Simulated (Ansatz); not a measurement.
# Varying the input for PbS

The reference input for Ansatz (plane-wave DFT with PAW):

```yaml
crystal:
  lattice:
    - [2.1126617058, 1.2197458045, 3.4519162518]
    - [-2.1126617058, 1.2197458045, 3.4519162518]
    - [0.0, -2.4394916091, 3.4519162518]
  atoms:
    - { symbol: Pb, position: [0.98056578, 0.98056578, 0.98056578] }
    - { symbol: S, position: [0.47503555, 0.47503555, 0.47503555] }
basis:
  ecutwfc: 420
kpoints:
  mp_grid: { grid: [6, 6, 6] }
hamiltonian:
  xc: pbe
scf:
  occupations: { method: gaussian, width: 0.1 }
output:
  forces: true
  stress: true
  eigenvalues: true
```

Command:

```bash
ansatz run input.yaml --threads 1 --pin off --max-ram 1331MiB --backend cpu --events-out ev --progress --plain --runs-dir out
```

The run converges in 6 SCF iterations on 32 irreducible k-points: pressure 0.90 GPa, largest force 0.011 eV/Å, gap on the sampled k-points 0.45 eV.

These settings were drawn at random to show what each does; none of the numbers is a converged property of the crystal. Each trial's input is given as a difference from the reference's; energies are extrapolated to zero smearing where there is one, and pressure is positive in compression. Charged cells sit in a uniform background, and their pressures hang on that convention.

Trial 1:

```diff
 crystal:
   atoms:
-    - { symbol: Pb, position: [0.98056578, 0.98056578, 0.98056578] }
-    - { symbol: S, position: [0.47503555, 0.47503555, 0.47503555] }
+    - { symbol: Pb, position: [1.21056578, 1.67256578, 1.33756578] }
+    - { symbol: S, position: [0.70503555, 1.16703555, 0.83203555] }
+total_charge: -0.1
 kpoints:
-  mp_grid: { grid: [6, 6, 6] }
+  mp_grid: { grid: [3, 3, 3], shift: [0.25, 0.25, 0.25] }
+  band_path: { path: [VBM, CBM], npoints: 5 }
 scf:
-  occupations: { method: gaussian, width: 0.1 }
+  occupations: { method: fixed }
+  max_iter: 5
```

The program refuses the input:

```text
Error: inconsistent input (total_charge, scf.occupations.method): -0.1 gives a fractional electron count (20.100) which fixed/explicit occupations and the σ = 0 step fill (a smearing width below the step floor) cannot realise — use a smearing method with a finite width, such as fermi_dirac, or give a charge that leaves a whole count
```

Next try, with these keys changed back:

```diff
 scf:
-  occupations: { method: fixed }
+  occupations: { method: gaussian, width: 0.1 }
```

The run stops unconverged after 5 SCF iterations:

```text
Error: did not converge after 5 iterations: dr2 = 8.02e-7 (threshold 1.00e-7), under the density mixer `msr1`, which `scf.mixing.algorithm: auto` chose by the deck's other keys (type `scf.mixing.algorithm: msr1` to keep it); raise `scf.max_iter`, which need not help a stalled SCF …
```

Next try, with these keys changed back:

```diff
 scf:
-  max_iter: 5
+  max_iter: 74
```

The run converges in 7 SCF iterations on 10 irreducible k-points: pressure 0.96 GPa (with the neutralising background of the charged cell), no gap.

Trial 2:

```diff
 kpoints:
-  mp_grid: { grid: [6, 6, 6] }
+  mp_grid: { grid: [3, 3, 3], shift: [0.25, 0.25, 0.25] }
```

The run converges in 6 SCF iterations on 10 irreducible k-points: energy 0.45 meV per atom below the reference, pressure 0.81 GPa, largest force 0.032 eV/Å, gap on the sampled k-points 1.15 eV.

Trial 3:

```diff
-basis:
-  ecutwfc: 420
+basis: {}
 scf:
-  occupations: { method: gaussian, width: 0.1 }
+  occupations: { method: methfessel_paxton, width: 0.54 }
+  lower_state_search: "off"
 output:
-  stress: true
+  stress: false
```

The run converges in 6 SCF iterations on 32 irreducible k-points: energy 0.89 meV per atom below the reference, largest force 0.019 eV/Å, no gap.

Trial 4:

```diff
 basis:
-  ecutwfc: 420
+  ecutwfc: 40
 hamiltonian:
+  hubbard: { sites: [{ species: S, l: p, u_eff: 2.2 }] }
 scf:
+  max_iter: 63
```

The run converges in 10 SCF iterations on 32 irreducible k-points: pressure -383 GPa (unreliable at so low a cutoff), largest force 2.077 eV/Å (unreliable too), no gap. It warns that the cutoff lies under the recommended one, 420 eV for these potentials; that the count of filled bands differs between k-points; that the forces don't sum to zero. Under a U the state reached may not be the lowest.

Trial 5:

```diff
 basis:
-  ecutwfc: 420
+  ecutwfc: 230
+  xc_grid: 4
 scf:
-  occupations: { method: gaussian, width: 0.1 }
+  occupations: { method: cold, width: 0 }
+  lower_state_search: standard
+  convergence: { dr2_threshold: 0 }
+  max_iter: 95
```

The program refuses the input:

```text
Error: invalid value for `scf.convergence.dr2_threshold`: must be finite and > 0; got 0 eV
```

Next try, with these keys changed back:

```diff
 scf:
-  convergence: { dr2_threshold: 0 }
```

The run converges in 7 SCF iterations on 32 irreducible k-points: energy 789 meV per atom above the reference, pressure 1.10 GPa (unreliable at so low a cutoff), largest force 0.048 eV/Å (unreliable too), gap on the sampled k-points 0.57 eV. It warns that the cutoff lies under the recommended one, 420 eV for these potentials.

Trial 6:

```diff
+total_charge: 0.1
 kpoints:
-  mp_grid: { grid: [6, 6, 6] }
+  mp_grid: { grid: [5, 4, 3] }
 scf:
+  max_iter: 80
+  convergence: { dr2_threshold: "1e-9 eV" }
```

The run converges in 7 SCF iterations on 31 irreducible k-points: pressure 0.19 GPa (with the neutralising background of the charged cell), largest force 0.030 eV/Å, no gap. It warns that the SCF threshold is loose for the stress; that the mesh lowers the symmetry.

Trial 7 (volume scaled):

```diff
 crystal:
   lattice:
-    - [2.1126617058, 1.2197458045, 3.4519162518]
-    - [-2.1126617058, 1.2197458045, 3.4519162518]
-    - [0.0, -2.4394916091, 3.4519162518]
+    - [2.0949074067, 1.2094953552, 3.4229071807]
+    - [-2.0949074067, 1.2094953552, 3.4229071807]
+    - [0.0, -2.4189907104, 3.4229071807]
-basis:
-  ecutwfc: 420
+basis: {}
```

The run converges in 6 SCF iterations on 32 irreducible k-points: energy 6.81 meV per atom above the reference, pressure 2.40 GPa, largest force 0.023 eV/Å, gap on the sampled k-points 0.37 eV.

Trial 8 (volume scaled):

```diff
 crystal:
   lattice:
-    - [2.1126617058, 1.2197458045, 3.4519162518]
-    - [-2.1126617058, 1.2197458045, 3.4519162518]
-    - [0.0, -2.4394916091, 3.4519162518]
+    - [2.2998165615, 1.3277997109, 3.7577119627]
+    - [-2.2998165615, 1.3277997109, 3.7577119627]
+    - [0.0, -2.6555994218, 3.7577119626]
   atoms:
-    - { symbol: S, position: [0.47503555, 0.47503555, 0.47503555] }
+    - { symbol: S, position: [0.47503555, 0.47503555, 0.47503555], spin: -1.0 }
 kpoints:
-  mp_grid: { grid: [6, 6, 6] }
+  mp_grid: { grid: [3, 3, 3] }
 hamiltonian:
+  dispersion: d3bjatm
 scf:
-  occupations: { method: gaussian, width: 0.1 }
+  occupations: { method: methfessel_paxton, width: "0.005 Ry" }
+  lower_state_search: "off"
+  mixing: { ndim: 4 }
+  max_iter: 40
 output:
+  populations: true
+magnetization:
+  spin_polarized: true
```

The run converges in 14 SCF iterations on 6 irreducible k-points: pressure -8.82 GPa, largest force 0.095 eV/Å, gap on the sampled k-points 2.07 eV, cell moment 0.00 μB. It warns that the starting moments were lost; that the state wasn't tested for a lower one.

Trial 9:

```diff
-basis:
-  ecutwfc: 420
+basis: {}
 hamiltonian:
+  dispersion: d3bj
```

The run converges in 6 SCF iterations on 32 irreducible k-points: pressure -1.16 GPa, largest force 0.011 eV/Å, gap on the sampled k-points 0.45 eV.

Trial 10:

```diff
 hamiltonian:
+  hubbard: { sites: [{ species: S, l: p, u_eff: 2.1 }] }
```

The run converges in 8 SCF iterations on 32 irreducible k-points: pressure 1.42 GPa, largest force 0.030 eV/Å, gap on the sampled k-points 0.78 eV.